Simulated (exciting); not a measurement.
Input of an exciting (release sodium) run:

input.xml

```xml
<input>
  <title>Sb</title>
  <structure speciespath="./" tshift="false">
    <crystal scale="1">
      <basevect>6.339147547332 0.000000000000 0.000000000000</basevect>
      <basevect>-3.169573773666 5.489862814279 0.000000000000</basevect>
      <basevect>0.000000000000 0.000000000000 10.337105486205</basevect>
    </crystal>
    <species speciesfile="Sb.xml" rmt="2.3">
      <atom coord="0.666666666700 0.333333333300 0.750000000000"/>
      <atom coord="0.333333333300 0.666666666700 0.250000000000"/>
    </species>
  </structure>
  <groundstate do="fromscratch" ngridk="9 9 5" rgkmax="9" gmaxvr="14" lmaxapw="10" lmaxmat="10" lmaxvr="8" xctype="GGA_PBE_SOL" stype="Fermi Dirac" swidth="0.00183747" nempty="10" ValenceRelativity="iora*" epsengy="1e-05" epspot="1e-05" maxscl="60" tforce="true" outputlevel="normal"/>
</input>
```

Potentials or basis: all-electron LAPW+lo, shipped species files, valence relativity iora*.

Launch:

```sh
$ OMP_NUM_THREADS=1 exciting_smp
```

Task: Predict the band gap on the k mesh.

Result: None (metal or under the smearing width).

 Spin-orbit coupling is left out, which matters for the levels of Sb.
